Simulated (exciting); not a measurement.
# Ta (Im-3m) in exciting: further runs, part 2 of 2

exciting (release sodium). The steps go on from the part before.

## (4) Band structure, revPBE

The input, input.xml:

```xml
<input>
  <title>Ta</title>
  <structure speciespath="./" tshift="false">
    <crystal scale="1">
      <basevect>-3.120466955072 3.120466955072 3.120466955072</basevect>
      <basevect>3.120466955072 -3.120466955072 3.120466955072</basevect>
      <basevect>3.120466955072 3.120466955072 -3.120466955072</basevect>
    </crystal>
    <species speciesfile="Ta.xml" rmt="2.3">
      <atom coord="0.000000000000 0.000000000000 0.000000000000"/>
    </species>
  </structure>
  <groundstate do="fromscratch" ngridk="11 11 11" rgkmax="9" gmaxvr="14" lmaxapw="10" lmaxmat="10" lmaxvr="8" xctype="GGA_PBE_R" stype="Fermi Dirac" swidth="0.00183747" nempty="12" ValenceRelativity="iora*" epsengy="1e-05" epspot="1e-05" maxscl="60" outputlevel="high"/>
  <properties>
    <bandstructure>
      <plot1d>
        <path steps="80">
          <point coord="0 0 0" label="G"/>
          <point coord="0.5 -0.5 0.5" label="H"/>
          <point coord="0 0 0.5" label="N"/>
          <point coord="0 0 0" label="G"/>
          <point coord="0.25 0.25 0.25" label="P"/>
          <point coord="0.5 -0.5 0.5" label="H" breakafter="true"/>
          <point coord="0.25 0.25 0.25" label="P"/>
          <point coord="0 0 0.5" label="N"/>
        </path>
      </plot1d>
    </bandstructure>
    <dos nwdos="300" winddos="-0.6 0.5" inttype="tetra" ngrdos="100" nsmdos="2"/>
  </properties>
</input>
```

Potentials or basis: all-electron LAPW+lo, shipped species files, valence relativity iora*.

Run with:

```bash
$ OMP_NUM_THREADS=1 exciting_smp
```

INFO.OUT:

```text
================================================================================
EXCITING SODIUM started
All units are atomic (Hartree, Bohr, etc.)
================================================================================

********************************************************************************
* Ground-state run starting from atomic densities                              *
********************************************************************************

++++++++++++++++++++++++++++++++++++++++++++++++++++++++++++++++++++++++++++++++
+ Starting initialization                                                      +
++++++++++++++++++++++++++++++++++++++++++++++++++++++++++++++++++++++++++++++++

 Lattice vectors (cartesian) :
     -3.1204669551      3.1204669551      3.1204669551
      3.1204669551     -3.1204669551      3.1204669551
      3.1204669551      3.1204669551     -3.1204669551

 Reciprocal lattice vectors (cartesian) :
     -0.0000000000      1.0067700440      1.0067700440
[... 479 lines left out ...]
 Fermi energy                               :         0.47958805
 Kinetic energy                             :     17542.41775513
 Coulomb energy                             :    -32850.90108298
 Exchange energy                            :      -313.53477069
 Correlation energy                         :        -4.42726419
 Sum of eigenvalues                         :     -9551.06145595
 Effective potential energy                 :    -27093.47921108
 Coulomb potential energy                   :    -26677.89332472
 xc potential energy                        :      -415.58588636
 Hartree energy                             :      4893.84828058
 Electron-nuclear energy                    :    -36465.58988587
 Nuclear-nuclear energy                     :     -1279.15947769
 Madelung energy                            :    -19511.95442062
 Core-electron kinetic energy               :         0.00000000

 DOS at Fermi energy (states/Ha/cell)       :        25.83713513

 Electron charges :
     core                                   :        46.00000000
     core leakage                           :         0.00000893
     valence                                :        27.00000000
     interstitial                           :         2.78248244
     charge in muffin-tin spheres :
                  atom     1    Ta          :        70.21751756
     total charge in muffin-tins            :        70.21751756
     total charge                           :        73.00000000

++++++++++++++++++++++++++++++++++++++++++++++++++++++++++++++++++++++++++++++++
+ Self-consistent loop stopped                                                 +
++++++++++++++++++++++++++++++++++++++++++++++++++++++++++++++++++++++++++++++++
 STATE.OUT is written

********************************************************************************
* Groundstate module stopped                                                   *
********************************************************************************

================================================================================
| EXCITING SODIUM stopped                                                      =
================================================================================
```

LINENGY.OUT:

```text
Species :    1 (Ta), atom :    1
 APW functions :
  l =  0, order =  1 :   0.8075000000
  l =  1, order =  1 :  -0.7362500000
  l =  2, order =  1 :   0.4400000000
  l =  3, order =  1 :  -0.2150000000
  l =  4, order =  1 :   0.1500000000
  l =  4, order =  2 :   0.1500000000
  l =  5, order =  1 :   0.1500000000
  l =  5, order =  2 :   0.1500000000
  l =  6, order =  1 :   0.1500000000
  l =  6, order =  2 :   0.1500000000
  l =  7, order =  1 :   0.1500000000
  l =  7, order =  2 :   0.1500000000
  l =  8, order =  1 :   0.1500000000
  l =  8, order =  2 :   0.1500000000
  l =  9, order =  1 :   0.1500000000
  l =  9, order =  2 :   0.1500000000
  l = 10, order =  1 :   0.1500000000
  l = 10, order =  2 :   0.1500000000
 local-orbital functions :
  l.o. =  1, l =  0, order =  1 :   0.8075000000
  l.o. =  1, l =  0, order =  2 :   0.8075000000
  l.o. =  2, l =  1, order =  1 :  -0.7362500000
  l.o. =  2, l =  1, order =  2 :  -0.7362500000
  l.o. =  3, l =  2, order =  1 :   0.4400000000
  l.o. =  3, l =  2, order =  2 :   0.4400000000
  l.o. =  4, l =  3, order =  1 :  -0.2150000000
  l.o. =  4, l =  3, order =  2 :  -0.2150000000
  l.o. =  5, l =  0, order =  1 :   0.8075000000
  l.o. =  5, l =  0, order =  2 :   0.8075000000
  l.o. =  5, l =  0, order =  3 :   -1.981500000
  l.o. =  6, l =  1, order =  1 :  -0.7362500000
  l.o. =  6, l =  1, order =  2 :  -0.7362500000
  l.o. =  6, l =  1, order =  3 :  -0.7338000000
  l.o. =  7, l =  3, order =  1 :  -0.2150000000
  l.o. =  7, l =  3, order =  2 :  -0.2150000000
  l.o. =  7, l =  3, order =  3 :  -0.2122500000
```

It took 35 s on 1 thread of Arm Neoverse V1, shared host; peak memory 0.1 GiB.

Results:

- Free energy: -425217.2489 eV
- Band gap on the k mesh: none (metal or under the smearing width)
- All electrons inside the program's atomic spheres: Ta 70.22 (radii Ta 2.3 bohr)

Levels at the corners of the path, in eV from the Fermi level:
```
point  band 9  band 10  band 11  band 12  band 13  band 14  band 15  band 16  band 17  band 18
    Γ  -18.85   -18.85   -18.80    -7.90     0.74     0.74     0.74     4.02     4.02    14.60
    H  -18.83   -18.83   -18.83    -3.80    -3.80     6.85     6.85     6.85     8.61     8.61
    N  -18.85   -18.84   -18.83    -4.37    -1.53     1.58     3.91     4.94     7.83    11.71
    Γ  -18.85   -18.85   -18.80    -7.90     0.74     0.74     0.74     4.02     4.02    14.60
    P  -18.86   -18.86   -18.86    -1.23    -1.23    -1.23     5.12     5.12     7.11    12.83
    H  -18.83   -18.83   -18.83    -3.80    -3.80     6.85     6.85     6.85     8.61     8.61
    P  -18.86   -18.86   -18.86    -1.23    -1.23    -1.23     5.12     5.12     7.11    12.83
    N  -18.85   -18.84   -18.83    -4.37    -1.53     1.58     3.91     4.94     7.83    11.71
```

States per cell in windows of 1 eV (zero at the Fermi level; states under -8 eV left out):
```
from (eV)  total
     -8.0   0.04
     -7.0   0.09
     -6.0   0.16
     -5.0   0.41
     -4.0   0.80
     -3.0   0.71
     -2.0   1.33
     -1.0   1.52
      0.0   0.75
      1.0   0.35
      2.0   0.74
      3.0   1.10
      4.0   1.60
      5.0   0.90
      6.0   0.43
      7.0   0.38
```

Caveat: the log's total energy holds no entropy term; the free energy is that total less TS from the occupations; the tetrahedron DOS on this energy grid can lose part of the weight of narrow d or f bands; spin-orbit coupling is left out, which moves the levels of the heavy elements.

## (5) Band structure, BLYP

input.xml: that of step 4 with these lines changed.

```diff
@@ -12,3 +12,5 @@
   </structure>
-  <groundstate do="fromscratch" ngridk="11 11 11" rgkmax="9" gmaxvr="14" lmaxapw="10" lmaxmat="10" lmaxvr="8" xctype="GGA_PBE_R" stype="Fermi Dirac" swidth="0.00183747" nempty="12" ValenceRelativity="iora*" epsengy="1e-05" epspot="1e-05" maxscl="60" outputlevel="high"/>
+  <groundstate do="fromscratch" ngridk="11 11 11" rgkmax="9" gmaxvr="14" lmaxapw="10" lmaxmat="10" lmaxvr="8" stype="Fermi Dirac" swidth="0.00183747" nempty="12" ValenceRelativity="iora*" epsengy="1e-05" epspot="1e-05" maxscl="60" outputlevel="normal">
+    <libxc exchange="XC_GGA_X_B88" correlation="XC_GGA_C_LYP"/>
+  </groundstate>
   <properties>
@@ -28,3 +30,3 @@
     </bandstructure>
-    <dos nwdos="300" winddos="-0.6 0.5" inttype="tetra" ngrdos="100" nsmdos="2"/>
+    <dos nwdos="300" winddos="-0.6 0.5" inttype="tetra" ngrdos="100" nsmdos="0" lmirep="true"/>
   </properties>
```

Potentials or basis: all-electron LAPW+lo, shipped species files, valence relativity iora*.

Run with:

```bash
$ OMP_NUM_THREADS=1 exciting_smp
```

INFO.OUT:

```text
================================================================================
EXCITING SODIUM started
[... 10 lines left out ...]

 Lattice vectors (cartesian) :
     -3.1204669551      3.1204669551      3.1204669551
      3.1204669551     -3.1204669551      3.1204669551
      3.1204669551      3.1204669551     -3.1204669551

 Reciprocal lattice vectors (cartesian) :
     -0.0000000000      1.0067700440      1.0067700440
      1.0067700440     -0.0000000000      1.0067700440
      1.0067700440      1.0067700440     -0.0000000000

 Unit cell volume                           :     121.5398664935
 Brillouin zone volume                      :       2.0408958854

 Species :    1 (Ta)
     parameters loaded from                 :    Ta.xml
     name                                   :    tantalum
     nuclear charge                         :     -73.00000000
     electronic charge                      :      73.00000000
     atomic mass                            :  329847.84330000
     muffin-tin radius                      :       2.30000000
     # of radial points in muffin-tin       :     450

     atomic positions (lattice) :
       1 :   0.00000000  0.00000000  0.00000000

 Total number of atoms per unit cell        :       1

 Spin treatment                             :    spin-unpolarised

 Number of Bravais lattice symmetries       :      48
 Number of crystal symmetries               :      48

 k-point grid                               :      11   11   11
 Total number of k-points                   :      56
 k-point set is reduced with crystal symmetries

 R^MT_min * |G+k|_max (rgkmax)              :       9.00000000
 Species with R^MT_min                      :       1 (Ta)
 Maximum |G+k| for APW functions            :       3.91304348
 Maximum |G| for potential and density      :      14.00000000

 G-vector grid sizes                        :      25    25    25
 Total number of G-vectors                  :    5481

 Maximum angular momentum used for
     APW functions                          :      10
     computing H and O matrix elements      :      10
     potential and density                  :       8
     inner part of muffin-tin               :       2

 Total nuclear charge                       :     -73.00000000
 Total electronic charge                    :      73.00000000
 Total core charge                          :      46.00000000
 Total valence charge                       :      27.00000000

 Number of empty states                     :      12
 Total number of valence states             :      26

 Maximum Hamiltonian size                   :     162
 Maximum number of plane-waves              :     135
 Total number of local-orbitals             :      27

 Exchange-correlation type                  :     100
     libxc; exchange: Becke 88; correlation: Lee, Yang & Parr (see libxc for references)

 Smearing scheme                            :    Fermi-Dirac
[... 19 lines left out ...]
+ SCF iteration number :    1                                                  +
++++++++++++++++++++++++++++++++++++++++++++++++++++++++++++++++++++++++++++++++
 Total energy                               :    -15616.01937683
 _______________________________________________________________
 Fermi energy                               :         0.50438615
 Kinetic energy                             :     17551.12380824
 Coulomb energy                             :    -32848.81533659
 Exchange energy                            :      -314.35608497
 Correlation energy                         :        -3.97176352

 DOS at Fermi energy (states/Ha/cell)       :        20.46327392

 Electron charges :
     core                                   :        46.00000000
     core leakage                           :         0.00000945
     valence                                :        27.00000000
     interstitial                           :         2.80873648
     charge in muffin-tin spheres :
                  atom     1    Ta          :        70.19126352
     total charge in muffin-tins            :        70.19126352
     total charge                           :        73.00000000

++++++++++++++++++++++++++++++++++++++++++++++++++++++++++++++++++++++++++++++++
+ SCF iteration number :    2                                                  +
++++++++++++++++++++++++++++++++++++++++++++++++++++++++++++++++++++++++++++++++
 Total energy                               :    -15623.81646720
 _______________________________________________________________
 Fermi energy                               :         0.50105777
 Kinetic energy                             :     17546.65463780
 Coulomb energy                             :    -32851.99240334
 Exchange energy                            :      -314.50590373
 Correlation energy                         :        -3.97279793

 DOS at Fermi energy (states/Ha/cell)       :        19.62558266

 Electron charges :
     core                                   :        46.00000000
     core leakage                           :         0.00000919
     valence                                :        27.00000000
     interstitial                           :         2.77046872
     charge in muffin-tin spheres :
                  atom     1    Ta          :        70.22953128
     total charge in muffin-tins            :        70.22953128
     total charge                           :        73.00000000
[... 244 lines left out ...]
 RMS change in effective potential (target) :  0.547696E-08  ( 0.100000E-04)
 Absolute change in total energy   (target) :  0.610914E-05  ( 0.100000E-04)
 Charge distance                   (target) :  0.236873E-08  ( 0.100000E-04)

++++++++++++++++++++++++++++++++++++++++++++++++++++++++++++++++++++++++++++++++
+ SCF iteration number :   12                                                  +
++++++++++++++++++++++++++++++++++++++++++++++++++++++++++++++++++++++++++++++++
 Total energy                               :    -15627.00461974
 _______________________________________________________________
 Fermi energy                               :         0.49832578
 Kinetic energy                             :     17543.69596505
 Coulomb energy                             :    -32852.16885837
 Exchange energy                            :      -314.55825990
 Correlation energy                         :        -3.97346652

 DOS at Fermi energy (states/Ha/cell)       :        23.77570811

 Electron charges :
     core                                   :        46.00000000
     core leakage                           :         0.00000906
     valence                                :        27.00000000
     interstitial                           :         2.72696091
     charge in muffin-tin spheres :
                  atom     1    Ta          :        70.27303909
     total charge in muffin-tins            :        70.27303909
     total charge                           :        73.00000000

 RMS change in effective potential (target) :  0.159179E-07  ( 0.100000E-04)
 Absolute change in total energy   (target) :  0.419898E-05  ( 0.100000E-04)
 Charge distance                   (target) :  0.269238E-08  ( 0.100000E-04)

++++++++++++++++++++++++++++++++++++++++++++++++++++++++++++++++++++++++++++++++
| Convergency criteria checked for the last 2 iterations                       +
| Convergence targets achieved. Performing final SCF iteration                 +
++++++++++++++++++++++++++++++++++++++++++++++++++++++++++++++++++++++++++++++++
 Total energy                               :    -15627.00461585
 _______________________________________________________________
 Fermi energy                               :         0.49832578
 Kinetic energy                             :     17543.69596673
 Coulomb energy                             :    -32852.16885625
 Exchange energy                            :      -314.55825980
 Correlation energy                         :        -3.97346652

 DOS at Fermi energy (states/Ha/cell)       :        23.77571134

 Electron charges :
     core                                   :        46.00000000
     core leakage                           :         0.00000906
     valence                                :        27.00000000
     interstitial                           :         2.72696090
     charge in muffin-tin spheres :
                  atom     1    Ta          :        70.27303910
     total charge in muffin-tins            :        70.27303910
     total charge                           :        73.00000000

++++++++++++++++++++++++++++++++++++++++++++++++++++++++++++++++++++++++++++++++
[... 12 lines left out ...]
| EXCITING SODIUM stopped                                                      =
================================================================================
```

Run time: 37 s. Hardware: 1 thread of Arm Neoverse V1, shared host; peak memory 0.1 GiB.

What came out:

```yaml
Free_energy: -425232.4666 eV
Band_gap_on_the_k_mesh: none (metal or under the smearing width)
All_electrons_inside_the_program's_atomic_spheres: Ta 70.27 (radii Ta 2.3 bohr)
```

Levels at the corners of the path, in eV from the Fermi level:
```csv
point,band 9,band 10,band 11,band 12,band 13,band 14,band 15,band 16,band 17,band 18
Γ,-18.83,-18.83,-18.78,-7.77,0.62,0.62,0.62,3.90,3.90,14.79
H,-18.81,-18.81,-18.81,-3.78,-3.78,6.67,6.67,6.67,8.78,8.78
N,-18.83,-18.82,-18.80,-4.34,-1.61,1.83,3.76,4.76,7.63,11.62
Γ,-18.83,-18.83,-18.78,-7.77,0.62,0.62,0.62,3.90,3.90,14.79
P,-18.83,-18.83,-18.83,-1.19,-1.19,-1.19,4.93,4.93,7.02,12.90
H,-18.81,-18.81,-18.81,-3.78,-3.78,6.67,6.67,6.67,8.78,8.78
P,-18.83,-18.83,-18.83,-1.19,-1.19,-1.19,4.93,4.93,7.02,12.90
N,-18.83,-18.82,-18.80,-4.34,-1.61,1.83,3.76,4.76,7.63,11.62
```

States per cell in windows of 1 eV (zero at the Fermi level; states under -8 eV left out):
```csv
from (eV),total,Ta1 d,Ta1 p,Ta1 s,Ta1 f
-8.0,0.03,0.00,0.00,0.01,0.00
-7.0,0.08,0.00,0.00,0.02,0.00
-6.0,0.15,0.01,0.01,0.04,0.00
-5.0,0.40,0.07,0.01,0.07,0.00
-4.0,0.79,0.25,0.02,0.08,0.00
-3.0,0.74,0.30,0.02,0.03,0.00
-2.0,1.39,0.73,0.05,0.00,0.01
-1.0,1.49,0.73,0.08,0.01,0.01
0.0,0.72,0.35,0.05,0.01,0.01
1.0,0.40,0.23,0.02,0.00,0.00
2.0,0.78,0.51,0.01,0.01,0.01
3.0,1.18,0.84,0.01,0.01,0.01
4.0,1.75,1.35,0.02,0.02,0.01
5.0,0.64,0.43,0.03,0.02,0.01
6.0,0.41,0.28,0.02,0.01,0.00
7.0,0.38,0.24,0.02,0.02,0.00
```

Caveat: the log's total energy holds no entropy term; the free energy is that total less TS from the occupations; the tetrahedron DOS on this energy grid can lose part of the weight of narrow d or f bands; spin-orbit coupling is left out, which moves the levels of the heavy elements.

## (6) The reference run

An earlier run on the cell as given: functional PBE; potentials or basis all-electron LAPW+lo, shipped species files, valence relativity iora*; rgkmax 9; k mesh 11 × 11 × 11; occupations fermi-dirac, width 0.05 eV; no spin polarisation.

- Band gap on the k mesh: none (metal or under the smearing width)
- All electrons inside the program's atomic spheres: Ta 70.22 (radii Ta 2.3 bohr)

## (7) The runs side by side

| task | level | spin | k mesh | outputlevel | nempty | gap on the mesh (eV) |
| --- | --- | --- | --- | --- | --- | --- |
| band structure | PBEsol | SOC, no magnetisation | 8 × 8 × 8 | normal | 20 | none |
| band structure | RPBE | off | 11 × 11 × 11 | high | 12 | none |
| band structure | revPBE | off | 11 × 11 × 11 | high | 12 | none |
| band structure | BLYP | off | 11 × 11 × 11 | normal | 12 | none |
| single point | PBE | off | 11 × 11 × 11 | - | 12 | none |

Alike in all rows: potentials or basis all-electron LAPW+lo, shipped species files, valence relativity iora*; cell as given; smearing fermi-dirac 0.05 eV; rgkmax 9.

Every run on the cell as given and a fine mesh finds a metal.

Caveats: the free energy is that total less TS from the occupations (some runs); spin-orbit coupling is left out, which moves the levels of the heavy elements (some runs); the tetrahedron DOS on this energy grid can lose part of the weight of narrow d or f bands (some runs).

Compare energies only between runs with the same functional and basis.
